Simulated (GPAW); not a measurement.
# O in GPAW: convergence with smearing width (eV)

Input of the first run (smearing width (eV) 0.4); the others differ in this setting and in those tied to it:

File run.py:

```python
import json
import numpy as np
import spglib
from ase import Atoms
from ase.constraints import FixSymmetry
from ase.io import read, write
from ase.optimize import BFGS
from phonopy import Phonopy
from phonopy.structure.atoms import PhonopyAtoms
from gpaw import GPAW, PW

atoms = read('O.cif')
cell, positions, numbers = spglib.find_primitive(
    (atoms.cell[:], atoms.get_scaled_positions(), atoms.numbers), symprec=1e-4)
atoms = Atoms(numbers, cell=cell, scaled_positions=positions, pbc=True)

calc = GPAW(mode=PW(600),
            xc={'name': 'optB88-vdW', 'backend': 'libvdwxc'},
            kpts={'size': (6, 6, 5), 'gamma': True},
            occupations={'name': 'fermi-dirac', 'width': 0.4},
            nbands=14,
            convergence={'density': 1e-06, 'eigenstates': 1e-09},
            maxiter=150,
            legacy_gpaw=True,
            txt='gpaw.txt')
atoms.calc = calc
atoms.set_constraint(FixSymmetry(atoms))
BFGS(atoms, trajectory='relax.traj', logfile='-').run(fmax=0.005, steps=40)
atoms.set_constraint()
energy = atoms.get_potential_energy()
forces = atoms.get_forces()
calc.write('gs.gpw')
write('result.traj', atoms)
print('Cell:', atoms.cell.cellpar().round(4))
print(atoms.get_scaled_positions().round(5))

def force_constants(scale):
    unit = PhonopyAtoms(symbols=atoms.get_chemical_symbols(), cell=atoms.cell[:] * scale**(1 / 3),
                        scaled_positions=atoms.get_scaled_positions())
    ph = Phonopy(unit, supercell_matrix=np.diag([1, 1, 1]), primitive_matrix=np.eye(3), symprec=1e-4)
    ph.generate_displacements(distance=0.03)
    forces = []
    for i, sc in enumerate(ph.supercells_with_displacements):
        a = Atoms(sc.symbols, cell=sc.cell, scaled_positions=sc.scaled_positions, pbc=True)
        c = GPAW(mode=PW(600),
                 xc={'name': 'optB88-vdW', 'backend': 'libvdwxc'},
                 kpts={'size': (6, 6, 5), 'gamma': True},
                 occupations={'name': 'fermi-dirac', 'width': 0.4},
                 nbands=14,
                 convergence={'density': 1e-06, 'eigenstates': 1e-09},
                 maxiter=150,
                 legacy_gpaw=True,
                 txt=f'disp-{scale:.3f}-{i:02d}.txt')
        a.calc = c
        f = a.get_forces()
        forces.append(f - f.mean(axis=0))
        print(f'displacement {i}: drift', f.mean(axis=0).round(5), flush=True)
    ph.forces = forces
    ph.produce_force_constants()
    ph.symmetrize_force_constants()
    return ph

qpoints = [[0.0, 0.0, 0.0]]
results = {}
for scale in [1.0]:
    ph = force_constants(scale)
    ph.run_qpoints(qpoints)
    nu = ph.qpoints.frequencies * 33.35641  # THz to cm^-1
    results[f'{scale:.3f}'] = nu.tolist()
    for qp, f in zip(qpoints, nu):
        print(scale, np.round(qp, 4), f.round(2))
json.dump(results, open('phonons.json', 'w'))
```

The input O.cif:

```cif
data_O
_cell_length_a 5.70280571
_cell_length_b 3.32483188
_cell_length_c 4.36286192
_cell_angle_alpha 90.00000000
_cell_angle_beta 123.28712706
_cell_angle_gamma 90.00000000
_space_group_name_H-M_alt 'C2/m'
_space_group_name_Hall '-C 2y'
_space_group_IT_number 12
loop_
_space_group_symop_operation_xyz
'x,y,z'
'-x,-y,-z'
'-x,y,-z'
'x,-y,z'
'x+1/2,y+1/2,z'
'-x+1/2,-y+1/2,-z'
'-x+1/2,y+1/2,-z'
'x+1/2,-y+1/2,z'
loop_
_atom_site_label
_atom_site_type_symbol
_atom_site_symmetry_multiplicity
_atom_site_Wyckoff_symbol
_atom_site_fract_x
_atom_site_fract_y
_atom_site_fract_z
_atom_site_occupancy
O1 O 4 i 0.9745461700 0.0000000000 0.8444259800 1
```

Potentials or basis: GPAW PAW data sets (gpaw-data 1.2.1), pw.

Launch:

```console
$ OMP_NUM_THREADS=1 python run.py
```

Hardware: 1 thread of Arm Neoverse V2, on a shared host.

| smearing width (eV) | energy less the tightest run, at zero smearing (meV/atom) | largest force (eV/Å) | highest phonon frequency (cm⁻¹) | CPU time (s) | peak memory (GiB) |
| --- | --- | --- | --- | --- | --- |
| 0.4 | -112.13 | 0.005 | 1516 | 190 | 0.25 |
| 0.25 | -38.02 | 0.001 | 1515 | 200 | 0.26 |
| 0.15 | -6.57 | 0.000 | 1514 | 220 | 0.25 |
| 0.1 | 0.00 | 0.001 | 1513 | 160 | 0.26 |

Against the tightest run, the largest force stays within 0.005 eV/Å from 0.4 on; the highest phonon frequency stays within 2 cm⁻¹ from 0.25 on. Not settled before the last step: the energy (to 1 meV/atom). Narrower smearing needs a denser k mesh, so at a fixed mesh the narrowest width isn't the most accurate. The tightest run that finished is the yardstick and may itself not be fully converged.

Caveat, for the tightest run too: the k mesh is coarse (spacing up to 0.38 Å⁻¹), so the values aren't converged; the cutoff is short for stress and forces, so pressures can be off by a GPa or more; spin is off for a triplet molecule; the PAW data sets were made with another functional, which shifts forces and pressure a little.
